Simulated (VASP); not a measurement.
Output of a VASP run:

### OSZICAR
```
       N       E                     dE             d eps       ncg     rms          rms(c)
DAV:   1     0.924824140286E+02    0.92482E+02   -0.63461E+03   480   0.111E+03
DAV:   2     0.169421605601E+01   -0.90788E+02   -0.85990E+02   732   0.164E+02
DAV:   3    -0.539893327016E+01   -0.70931E+01   -0.70718E+01   608   0.536E+01
DAV:   4    -0.549926538699E+01   -0.10033E+00   -0.10031E+00   560   0.779E+00
DAV:   5    -0.550052561163E+01   -0.12602E-02   -0.12601E-02   612   0.932E-01    0.139E+00
DAV:   6    -0.537151507439E+01    0.12901E+00   -0.18045E-01   536   0.196E+00    0.961E-01
DAV:   7    -0.534756065270E+01    0.23954E-01   -0.14603E-01   556   0.184E+00    0.560E-01
DAV:   8    -0.535317532861E+01   -0.56147E-02   -0.12988E-02   508   0.772E-01    0.659E-02
DAV:   9    -0.535378035732E+01   -0.60503E-03   -0.13570E-03   576   0.240E-01    0.610E-02
DAV:  10    -0.535392724257E+01   -0.14689E-03   -0.20046E-04   524   0.110E-01    0.149E-02
DAV:  11    -0.535393449268E+01   -0.72501E-05   -0.35288E-05   572   0.347E-02    0.391E-03
DAV:  12    -0.535393763011E+01   -0.31374E-05   -0.70972E-06   536   0.210E-02    0.250E-03
DAV:  13    -0.535393767404E+01   -0.43933E-07   -0.29177E-07   588   0.384E-03
   1 F= -.53539377E+01 E0= -.53539377E+01  d E =-.292370E-12
```

### OUTCAR
```
------------------------ aborting loop because EDIFF is reached ----------------------------------------
  FORCE on cell =-STRESS in cart. coord.  units (eV):
  Direction    XX          YY          ZZ          XY          YZ          ZX
  --------------------------------------------------------------------------------------
  Total       -0.0063811     -0.0063811     -0.0063811      0.0000000      0.0000000      0.0000000
  in kB       -0.1034197     -0.1034197     -0.1034197      0.0000000      0.0000000      0.0000000
  external PRESSURE =      -0.1034197 kB  Pullay stress =       0.0000000 kB
  volume of cell :       98.86
      direct lattice vectors                 reciprocal lattice vectors
     4.623815514  0.000000000  0.000000000     0.216271604  0.000000000  0.000000000
     0.000000000  4.623815514  0.000000000     0.000000000  0.216271604  0.000000000
     0.000000000  0.000000000  4.623815514     0.000000000  0.000000000  0.216271604
 POSITION                                       TOTAL-FORCE (eV/Angst)
 -----------------------------------------------------------------------------------
      0.00000      0.00000      0.00000         0.000000      0.000000      0.000000
      2.31191      2.31191      2.31191         0.000000      0.000000      0.000000
 -----------------------------------------------------------------------------------
    total drift:                               -0.000000      0.000000      0.000000
  FREE ENERGIE OF THE ION-ELECTRON SYSTEM (eV)
  ---------------------------------------------------
  free  energy   TOTEN  =        -5.3539376740 eV

  energy  without entropy=       -5.3539376740  energy(sigma->0) =       -5.35393767
```
(Selected blocks of OUTCAR.)

File POSCAR:
```
CsI
1
    4.6238155136     0.0000000000     0.0000000000
    0.0000000000     4.6238155136     0.0000000000
    0.0000000000     0.0000000000     4.6238155136
Cs I
1 1
Direct
  0.0000000000   0.0000000000   0.0000000000
  0.5000000000   0.5000000000   0.5000000000
```

Question: Write an INCAR and KPOINTS that could have produced this output.

Answer: One answer among several that fit: the input of the run itself, AM05 GGA, plane waves, VASP's PBE PAW potentials (set 64).

File KPOINTS:
```
Regular mesh
0
Gamma
6 6 6
0 0 0
```

**INCAR**
```
! general
SYSTEM  = CsI
PREC    = Accurate
ENCUT   = 520   ! plane-wave cut-off (eV)
LREAL   = .FALSE.   ! projection in real space or not
LASPH   = .TRUE.

! electronic loop
EDIFF   = 1E-7
NELM    = 100   ! most electronic steps
ALGO    = Normal
LMAXMIX = 4

! smearing
ISMEAR  = 0   ! Gaussian
SIGMA   = 0.05   ! width (eV)

! functional
GGA     = AM

! ions
ISIF    = 2   ! forces and stress, cell fixed

! output
LWAVE   = .FALSE.
LCHARG  = .FALSE.
```

POTCAR, in this order: Cs_sv I (PBE.64 set). Program: vasp_std.

The compound is CsI in the CsCl type structure. It was relaxed first.
